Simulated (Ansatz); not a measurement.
A plane-wave DFT run in Ansatz 0.2.0 (scalar-relativistic PAW potentials unless the input names others): input and command.

```yaml
crystal:
  lattice:
    - [-3.2711504052, 0.0, 0.0]
    - [-1.6355752026, -2.8328993505, 0.0]
    - [-2.4533628039, -1.4164496753, 13.2206689562]
  atoms:
    - { symbol: W, position: [0.0516833333, 0.0516833333, 0.5633] }
    - { symbol: W, position: [0.6350166667, 0.6350166667, 0.0633] }
    - { symbol: Se, position: [-0.1350097572, -0.1350097572, 0.9366861811] }
    - { symbol: Se, position: [0.4483235761, 0.4483235761, 0.4366861811] }
    - { symbol: Se, position: [0.2383764239, 0.2383764239, 0.1899138189] }
    - { symbol: Se, position: [0.3217097572, 0.3217097572, 0.6899138189] }
basis:
  ecutwfc: 420
kpoints:
  mp_grid: { grid: [9, 9, 2] }
hamiltonian:
  xc: pbesol
  hubbard: { sites: [{ species: W, l: d, u_eff: 3.0 }], double_counting: fll }
scf:
  occupations: { method: gaussian, width: 0.05 }
  convergence: { dr2_threshold: 1.0e-11 }
output:
  forces: true
  eigenvalues: true
  stress: true
```

```bash
ansatz run input.yaml --threads 2 --pin off --max-ram 5120MiB --backend cpu --events-out ev --progress --plain --runs-dir out
```

Abridged log:
```
Basis set: ecut = 420 eV, 2461 PW (Γ), exchange–correlation on 48×48×192 points (8 copies of the dense FFT grid, shifted against one another)
Bands: 56, of which v1, the nominal top of the filled ones, is band 46 counted from 1 (45 counted from 0)
Symmetry: 2 space group operations
k-points: 50 of 162 (time reversal used)
SCF iter   1: F=—  HF=-42202.099647 eV  |F-HF|=—  |Δ(HF+E_count)|=         —  Δρ=4.60e-2  dr2=7.45e0  ethr=3.10e-3  ⟨swp⟩=6.2  Hψ=10123  notcnv=0
SCF iter   2: F=—  HF=-42202.951712 eV  |F-HF|=—  |Δ(HF+E_count)|=   8.52e-1  Δρ=4.74e-2  dr2=1.88e1  ethr=3.10e-3  ⟨swp⟩=3.5  Hψ=5400  notcnv=0  defer=114  recentre
SCF iter   3: F=—  HF=-42201.273798 eV  |F-HF|=—  |Δ(HF+E_count)|=    1.68e0  Δρ=1.97e-2  dr2=1.11e0  ethr=3.10e-3  ⟨swp⟩=3.7  Hψ=4804  notcnv=0  defer=116
SCF iter   4: F=—  HF=-42201.171503 eV  |F-HF|=—  |Δ(HF+E_count)|=   1.02e-1  Δρ=5.28e-3  dr2=3.49e-2  ethr=1.21e-3  ⟨swp⟩=2.1  Hψ=3794  notcnv=0  defer=106
SCF iter   5: F=—  HF=-42201.178409 eV  |F-HF|=—  |Δ(HF+E_count)|=   6.91e-3  Δρ=3.62e-3  dr2=3.82e-2  ethr=3.79e-5  ⟨swp⟩=2.0  Hψ=5390  notcnv=0  defer=108
SCF iter   6: F=—  HF=-42201.177297 eV  |F-HF|=—  |Δ(HF+E_count)|=   1.11e-3  Δρ=2.09e-3  dr2=1.25e-2  ethr=3.79e-5  ⟨swp⟩=2.0  Hψ=3775  notcnv=0  defer=109
SCF iter   7: F=—  HF=-42201.177169 eV  |F-HF|=—  |Δ(HF+E_count)|=   1.29e-4  Δρ=1.46e-3  dr2=5.52e-3  ethr=1.36e-5  ⟨swp⟩=2.0  Hψ=3788  notcnv=0  defer=109
SCF iter   8: F=—  HF=-42201.176789 eV  |F-HF|=—  |Δ(HF+E_count)|=   3.80e-4  Δρ=6.98e-4  dr2=5.92e-4  ethr=6.00e-6  ⟨swp⟩=2.0  Hψ=2867  notcnv=0  defer=109
   ...
SCF iter  10: F=—  HF=-42201.176762 eV  |F-HF|=—  |Δ(HF+E_count)|=   6.31e-6  Δρ=9.53e-5  dr2=1.71e-5  ethr=1.11e-7  ⟨swp⟩=2.0  Hψ=3953  notcnv=0  defer=109
SCF iter  11: F=—  HF=-42201.176758 eV  |F-HF|=—  |Δ(HF+E_count)|=   4.04e-6  Δρ=3.50e-5  dr2=1.39e-6  ethr=1.86e-8  ⟨swp⟩=2.0  Hψ=3315  notcnv=0  defer=109
SCF iter  12: F=—  HF=-42201.176760 eV  |F-HF|=—  |Δ(HF+E_count)|=   1.96e-6  Δρ=1.35e-5  dr2=1.94e-7  ethr=1.51e-9  ⟨swp⟩=2.0  Hψ=3542  notcnv=0  defer=109
SCF iter  13: F=—  HF=-42201.176760 eV  |F-HF|=—  |Δ(HF+E_count)|=   7.41e-9  Δρ=4.26e-6  dr2=1.43e-8  ethr=2.11e-10  ⟨swp⟩=2.1  Hψ=3412  notcnv=0  defer=109
SCF iter  14: F=—  HF=-42201.176760 eV  |F-HF|=—  |Δ(HF+E_count)|=   1.77e-9  Δρ=1.08e-6  dr2=1.46e-9  ethr=1.55e-11  ⟨swp⟩=2.0  Hψ=4623  notcnv=0  defer=109
SCF iter  15: F=—  HF=-42201.176760 eV  |F-HF|=—  |Δ(HF+E_count)|=  1.31e-10  Δρ=4.09e-7  dr2=4.13e-10  ethr=1.58e-12  ⟨swp⟩=2.0  Hψ=4672  notcnv=0  defer=109
SCF iter  16: F=—  HF=-42201.176760 eV  |F-HF|=—  |Δ(HF+E_count)|=  3.64e-11  Δρ=1.43e-7  dr2=3.18e-11  ethr=1.00e-12  ⟨swp⟩=2.0  Hψ=2856  notcnv=0  defer=109
SCF iter  17: F=-42201.176760 eV  HF=-42201.176760 eV  |F-HF|=0.00e0  |Δ(HF+E_count)|=  7.28e-12  Δρ=6.60e-8  dr2=4.24e-12  ethr=1.00e-12  ⟨swp⟩=13.2  Hψ=13701  notcnv=0
SCF 1 converged in 17 iterations: F = -42201.176760 eV  dr2 = 4.24e-12
SCF converged after 17 iterations
Free energy (F): -42201.176760 eV
Harris-Foulkes:  -42201.176760 eV  (|F-HF|=0.00e0)
Internal energy: -42201.175467 eV  (E = F + TS)
E sigma→0 (E₀):  -42201.176114 eV
Entropy (-TS):   -0.001293 eV (-0.215 meV/atom)
Fermi energy:    13.452179 eV
--- Forces (eV/Å), atoms counted from 1 ---
  atom   1  W     -0.00599432    -0.00346082    -0.00449199
  atom   2  W      6.96998023     4.02411996    15.92620188
  atom   3  Se    -7.74747593    -4.47300732   -16.05256910
  atom   4  Se    -0.00018601    -0.00010739    -0.02773952
  atom   5  Se     0.79756480     0.46047425     0.14721407
  atom   6  Se    -0.01388880    -0.00801870     0.01138454
--- Stress (GPa, compression-positive) ---
       10.360533       6.104496      18.868844
        6.104496       3.311668      10.893932
       18.868844      10.893932      35.276688
  P = ⅓ Tr σ = 16.3163 GPa (163.163 kbar)
Occupation matrices written to <dir>
```

Apart from outputs and empty bands, the input differs from a reference run on usual settings in hamiltonian.hubbard: not typed → {"sites": [{"species": "W", "l": "d", "u_eff": 3.0}], "double_counting": "fll"}; scf.convergence.dr2_threshold: not typed → 1e-11. The reference, at the same geometry (not necessarily relaxed), gave pressure 16.09 GPa, largest force 18.522 eV/Å, no gap on the mesh. This run converged in 17 SCF iterations (reference: 10) with an energy at zero smearing 1.2 eV/atom above the reference's (the Hamiltonian itself differs), pressure 16.32 GPa, largest force 18.377 eV/Å, no gap on the mesh.

Time: 37 s on 2 threads of AMD EPYC 7R43 64-Core Processor (Zen 3), with other jobs on the host, peak memory 0.73 GiB.